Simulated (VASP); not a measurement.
# SiRu3 (P4/mmm) in VASP: further runs

The runs below take SiRu3 through single point, relaxation of cell and atoms, with PBE.

Everything below comes from runs of VASP 6.6.1. Logs are shortened: lines on timing, memory, paths and dates and some standing lists are left out, and cuts for length are marked.

### 1 The crystal as given

Symmetry: P4/mmm, No. 123, tetragonal system. Conventional cell: a = 2.825 Å, b = 2.825 Å, c = 6.649 Å, α = 90.00°, β = 90.00°, γ = 90.00°. Si (site symmetry 4/mmm) is surrounded by 8 Ru at 2.48 Å and 4 Si at 2.83 Å. Ru (site symmetry 4mm) is surrounded by 4 Si at 2.48 Å and 8 Ru at 2.73 to 2.83 Å. Ru (site symmetry 4/mmm) has 12 Ru at 2.73 to 2.83 Å as nearest neighbours.

The cell was built by a generator and needn't be a form met in nature.

### 2 Single point, PBE

File INCAR:

```
PREC = Accurate
ENCUT = 520
EDIFF = 1E-6
ISMEAR = 0
SIGMA = 0.1
LREAL = F
LASPH = T
NELM = 100
ALGO = Fast
ISIF = 2
LWAVE = F
LCHARG = F
GGA = PE
NBANDS = 31
```

File KPOINTS:

```
regular mesh
0
Gamma
  12 12 6
```

File POSCAR:

```
SiRu3
1.0
    2.8252987056      0.0000000000      0.0000000000
    0.0000000000      2.8252987056      0.0000000000
    0.0000000000      0.0000000000      6.6491416974
Si Ru
1 3
Direct
    0.5000000000      0.5000000000      0.5000000000
    0.0000000000      0.0000000000      0.2795951074
    0.0000000000      0.0000000000      0.7204048926
    0.5000000000      0.5000000000      0.0000000000
```

Potentials or basis: VASP PAW PBE potentials, release 64 (Si, Ru_pv).

Command:

```
> cat potpaw_PBE.64/Si/POTCAR potpaw_PBE.64/Ru_pv/POTCAR > POTCAR
> mpirun -np 1 vasp_std > vasp.out
```

OUTCAR:

```text
PREC = Accurate
   ENCUT = 520
   EDIFF = 1E-6
   ISMEAR = 0
   LREAL = F
   LASPH = T
   NELM = 100
   ISIF = 2
   GGA = PE

 ion  position               nearest neighbor table
   1  0.500  0.500  0.500-   2 2.48   3 2.48   2 2.48   3 2.48   2 2.48   3 2.48   2 2.48   3 2.48

   2  0.000  0.000  0.280-   1 2.48   1 2.48   1 2.48   1 2.48   4 2.73   4 2.73   4 2.73   4 2.73
                             3 2.93
   3  0.000  0.000  0.720-   1 2.48   1 2.48   1 2.48   1 2.48   4 2.73   4 2.73   4 2.73   4 2.73
                             2 2.93
   4  0.500  0.500  0.000-   2 2.73   3 2.73   2 2.73   3 2.73   2 2.73   3 2.73   2 2.73   3 2.73

  LATTYP: Found a simple tetragonal cell.
 ALAT       =     2.8252987056
 C/A-ratio  =     2.3534296336

  Lattice vectors:

 A1 = (   2.8252987056,   0.0000000000,   0.0000000000)
 A2 = (   0.0000000000,   2.8252987056,   0.0000000000)
 A3 = (   0.0000000000,   0.0000000000,   6.6491416974)

Analysis of symmetry for initial positions (statically):
=====================================================================
 Subroutine PRICEL returns:
 Original cell was already a primitive cell.

 Routine SETGRP: Setting up the symmetry group for a
 simple tetragonal supercell.

 Subroutine GETGRP returns: Found 16 space group operations
 (whereof 16 operations were pure point group operations)
 out of a pool of 16 trial point group operations.

The static configuration has the point symmetry D_4h.

Analysis of symmetry for dynamics (positions and initial velocities):
=====================================================================
 Subroutine PRICEL returns:
 Original cell was already a primitive cell.

 Routine SETGRP: Setting up the symmetry group for a
 simple tetragonal supercell.

 Subroutine GETGRP returns: Found 16 space group operations
 (whereof 16 operations were pure point group operations)
 out of a pool of 16 trial point group operations.

The dynamic configuration has the point symmetry D_4h.

 Subroutine INISYM returns: Found 16 space group operations
 (whereof 16 operations are pure point group operations),
 and found     1 'primitive' translations

----------------------------------------------------------------------------------------

                                     Primitive cell

  volume of cell :      53.0755

  direct lattice vectors                    reciprocal lattice vectors
     2.825298706  0.000000000  0.000000000     0.353944876  0.000000000  0.000000000
     0.000000000  2.825298706  0.000000000     0.000000000  0.353944876  0.000000000
     0.000000000  0.000000000  6.649141697     0.000000000  0.000000000  0.150395351

  length of vectors
     2.825298706  2.825298706  6.649141697     0.353944876  0.353944876  0.150395351

  position of ions in fractional coordinates (direct lattice)
     0.500000000  0.500000000  0.500000000
     0.000000000  0.000000000  0.279595107
     0.000000000  0.000000000  0.720404893
     0.500000000  0.500000000  0.000000000

  ion indices of the primitive-cell ions
   primitive index   ion index
                 1           1
                 2           2
                 3           3
                 4           4

----------------------------------------------------------------------------------------

 KPOINTS: regular mesh

Automatic generation of k-mesh.
 Grid dimensions read from file:
 generate k-points for:   12   12    6

 Generating k-lattice:

  Cartesian coordinates                     Fractional coordinates (reciprocal lattice)
     0.029495406  0.000000000  0.000000000     0.083333333  0.000000000  0.000000000
     0.000000000  0.029495406  0.000000000     0.000000000  0.083333333  0.000000000
     0.000000000  0.000000000  0.025065892     0.000000000  0.000000000  0.166666667

  Length of vectors
     0.029495406  0.029495406  0.025065892

  Shift w.r.t. Gamma in fractional coordinates (k-lattice)
     0.000000000  0.000000000  0.000000000

 Subroutine IBZKPT returns following result:
 ===========================================

 Found    112 irreducible k-points:

 Following reciprocal coordinates:
            Coordinates               Weight
  0.000000  0.000000  0.000000      1.000000
  0.083333  0.000000  0.000000      4.000000
  0.166667  0.000000  0.000000      4.000000
  0.250000  0.000000  0.000000      4.000000
  0.333333  0.000000  0.000000      4.000000
  0.416667  0.000000  0.000000      4.000000
[... 16 lines left out ...]
  0.333333  0.333333  0.000000      4.000000
  0.416667  0.333333  0.000000      8.000000
 [... further k-points ...]
   k-points           NKPTS =    112   k-points in BZ     NKDIM =    112   number of bands    NBANDS=     31
   number of dos      NEDOS =    301   number of ions     NIONS =      4
   total plane-waves  NPLWV =  28800
   dimension x,y,z NGX =    24 NGY =   24 NGZ =   50
   dimension x,y,z NGXF=    48 NGYF=   48 NGZF=  100
   ions per type =               1   3
   NGX,Y,Z   is equivalent  to a cutoff of  14.12, 14.12, 12.50 a.u.
   NGXF,Y,Z  is equivalent  to a cutoff of  28.24, 28.24, 25.00 a.u.
 SYSTEM =  unknown system
   PREC   = accura    normal or accurate (medium, high low for compatibility)
   ISTART =      0    job   : 0-new  1-cont  2-samecut
   ICHARG =      2    charge: 1-file 2-atom 10-const
   ISPIN  =      1    spin polarized calculation?
   LNONCOLLINEAR =      F non collinear calculations
   LSORBIT =      F    spin-orbit coupling
   LASPH  =      T    aspherical Exc in radial PAW
   ENCUT  =  520.0 eV  38.22 Ry    6.18 a.u.   5.25  5.25 12.36*2*pi/ulx,y,z
   NELM   =    100;   NELMIN=  2; NELMDL= -5     # of ELM steps
   EDIFF  = 0.1E-05   stopping-criterion for ELM
   LREAL  =      F    real-space projection
   EDIFFG = 0.1E-04   stopping-criterion for IOM
   NSW    =      0    number of steps for IOM
   IBRION =     -1    ionic relax: 0-MD 1-quasi-New 2-CG
   NFREE  =      0    steps in history (QN), initial steepest desc. (CG)
   ISIF   =      2    stress and relaxation
   ISYM   =      2    0-nonsym 1-usesym 2-fastsym
   POTIM  = 0.5000    time-step for ionic-motion
   TEBEG  =    0.0;   TEEND  =   0.0 temperature during run
   PSTRESS=    0.0 pullay stress
   NELECT =      46.0000    total number of electrons
   NUPDOWN=      -1.0000    fix difference up-down
   EMIN   =  10.00;   EMAX   =-10.00  energy-range for DOS
   EFERMI =   0.00;   METHOD = LEGACY
   ISMEAR =     0;   SIGMA  =   0.10  broadening in eV -4-tet -1-fermi 0-gaus
   EFERMI_NEDOS =   21; number of points for ismear=-14 and -15
   IALGO  =     68    algorithm
   IMIX   =      4    mixing-type and parameters
     AMIX     =   0.40;   BMIX     =  1.00
     AMIX_MAG =   1.60;   BMIX_MAG =  1.00
  volume/ion in A,a.u.               =      13.27        89.54
  Fermi-wavevector in a.u.,A,eV,Ry     =   1.560855  2.949589 33.147459  2.436270
  Thomas-Fermi vector in A             =   2.664006
   LORBIT       =      0    0 simple, 1 ext, 2 COOP (PROOUT), +10 PAW based schemes
   GGA     = PE    functional components
   LHFCALC =     F    Hartree Fock is set to
   AEXX    =    0.0000 exact exchange contribution
   IVDW    =     0    specifies the selected vdW correction
   LEPSILON=     F    determine dielectric tensor
   LRPA    =     F    only Hartree local field effects (RPA)
 non-spin polarized calculation
 RMM-DIIS sequential band-by-band and
 Gauss-broadening in eV      SIGMA  =   0.10
  energy-cutoff  :      520.00
  volume of cell :       53.08
 maximum number of plane-waves:      1464
 NGX is ok and might be reduce to    24
   NGX = 11   NGY = 11   NGZ = 25

 number of electron      45.9999991 magnetization

 Free energy of the ion-electron system (eV)
  ---------------------------------------------------
  ext. energy  EPLUGINS =         0.00000000
  ---------------------------------------------------
  free energy    TOTEN  =       -34.09044719 eV

  energy without entropy =      -34.07744111  energy(sigma->0) =      -34.08394415

 E-fermi :  12.5825     XC(G=0): -13.5678

 val. band max:       12.5804177905   @ k =   0.4167   0.0000   0.0000
 cond. band min:      12.5993081526   @ k =   0.3333   0.0833   0.0000
 fundamental gap:      0.0188903622
 Fermi energy:        12.5824622064

 k-point     1 :       0.0000    0.0000    0.0000
  band No.  band energies     occupation
      1     -30.5171      2.00000
      2     -30.4087      2.00000
      3     -30.2900      2.00000
      4     -30.2900      2.00000
      5     -30.0687      2.00000
      6     -30.0687      2.00000
[... 23 lines left out ...]
     30      18.6947      0.00000
     31      20.2020      0.00000

 k-point     2 :       0.0833    0.0000    0.0000
  band No.  band energies     occupation
      1     -30.5109      2.00000
      2     -30.4348      2.00000
      3     -30.2844      2.00000
      4     -30.2827      2.00000
      5     -30.1079      2.00000
      6     -30.0665      2.00000
[... 23 lines left out ...]
     30      18.9704      0.00000
     31      20.7602      0.00000

 k-point     3 :       0.1667    0.0000    0.0000
  band No.  band energies     occupation
      1     -30.4982      2.00000
      2     -30.4972      2.00000
      3     -30.2733      2.00000
      4     -30.2684      2.00000
      5     -30.1830      2.00000
      6     -30.0972      2.00000
[... 23 lines left out ...]
     30      19.6088      0.00000
     31      21.3254      0.00000

 k-point     4 :       0.2500    0.0000    0.0000
  band No.  band energies     occupation
      1     -30.5770      2.00000
      2     -30.4950      2.00000
      3     -30.2879      2.00000
      4     -30.2470      2.00000
      5     -30.2448      2.00000
      6     -30.1664      2.00000
[... 23 lines left out ...]
     30      20.2874      0.00000
     31      21.4799      0.00000

 k-point     5 :       0.3333    0.0000    0.0000
  band No.  band energies     occupation
      1     -30.6514      2.00000
      2     -30.5269      2.00000
      3     -30.3521      2.00000
      4     -30.2613      2.00000
      5     -30.2184      2.00000
      6     -30.1886      2.00000
[... 23 lines left out ...]
     30      20.7836      0.00000
     31      21.2811      0.00000
[... 542 lines left out ...]
     30      19.7413      0.00000
     31      21.4147      0.00000

 k-point    22 :       0.5000    0.2500    0.0000
  band No.  band energies     occupation
      1     -30.6674      2.00000
      2     -30.5248      2.00000
      3     -30.5034      2.00000
      4     -30.2895      2.00000
      5     -30.2441      2.00000
      6     -30.2099      2.00000
[... 23 lines left out ...]
     30      19.0681      0.00000
     31      20.6039      0.00000

 k-point    23 :       0.3333    0.3333    0.0000
  band No.  band energies     occupation
      1     -30.5862      2.00000
      2     -30.5632      2.00000
      3     -30.4228      2.00000
      4     -30.3375      2.00000
      5     -30.3022      2.00000
      6     -30.2226      2.00000
[... 23 lines left out ...]
     30      20.9848      0.00000
     31      21.1118      0.00000

 k-point    24 :       0.4167    0.3333    0.0000
  band No.  band energies     occupation
      1     -30.6303      2.00000
      2     -30.5787      2.00000
      3     -30.4357      2.00000
      4     -30.3403      2.00000
      5     -30.3055      2.00000
      6     -30.2299      2.00000
[... 23 lines left out ...]
     30      20.0516      0.00000
     31      20.6996      0.00000

 [... further k-points ...]

------------------------ aborting loop because EDIFF is reached ----------------------------------------

  FORCE on cell =-STRESS in cart. coord.  units (eV):
  Direction    XX          YY          ZZ          XY          YZ          ZX
  --------------------------------------------------------------------------------------
  -------------------------------------------------------------------------------------
  Total        0.0099706      0.0099706      0.0008993      0.0000000      0.0000000      0.0000000
  in kB        0.3009797      0.3009797      0.0271461      0.0000000      0.0000000      0.0000000
  external PRESSURE =       0.2097019 kB  Pullay stress =       0.0000000 kB

 VOLUME and BASIS-vectors are now :
 -----------------------------------------------------------------------------
  energy-cutoff  :      520.00
  volume of cell :       53.08
      direct lattice vectors                 reciprocal lattice vectors
     2.825298706  0.000000000  0.000000000     0.353944876  0.000000000  0.000000000
     0.000000000  2.825298706  0.000000000     0.000000000  0.353944876  0.000000000
     0.000000000  0.000000000  6.649141697     0.000000000  0.000000000  0.150395351

 POSITION                                       TOTAL-FORCE (eV/Angst)
 -----------------------------------------------------------------------------------
      1.41265      1.41265      3.32457        -0.000000      0.000000      0.000000
      0.00000      0.00000      1.85907         0.000000      0.000000     -0.020815
      0.00000      0.00000      4.79007        -0.000000      0.000000      0.020815
      1.41265      1.41265      0.00000        -0.000000      0.000000      0.000000
 -----------------------------------------------------------------------------------
    total drift:                                0.000000     -0.000000     -0.000000

  FREE ENERGIE OF THE ION-ELECTRON SYSTEM (eV)
  ---------------------------------------------------
  free  energy   TOTEN  =       -34.0904471933 eV

  energy  without entropy=      -34.0774411091  energy(sigma->0) =      -34.08394415
```

Run time: 70 s. Hardware: 1 thread of Intel Xeon 6975P-C (Granite Rapids), shared host; peak memory 0.27 GiB.

What came out:

```yaml
Free_energy: -34.0904 eV
Pressure: 0.0 GPa
Largest_force: 0.021 eV/Å
Band_gap_on_the_k_mesh: none (metal or under the smearing width)
```

Forces in eV/Å, atoms in the order of the input:
```
Si   0.000  0.000  0.000
Ru   0.000  0.000 -0.021
Ru   0.000  0.000  0.021
Ru   0.000  0.000  0.000
```

[end of part 1 of 2]
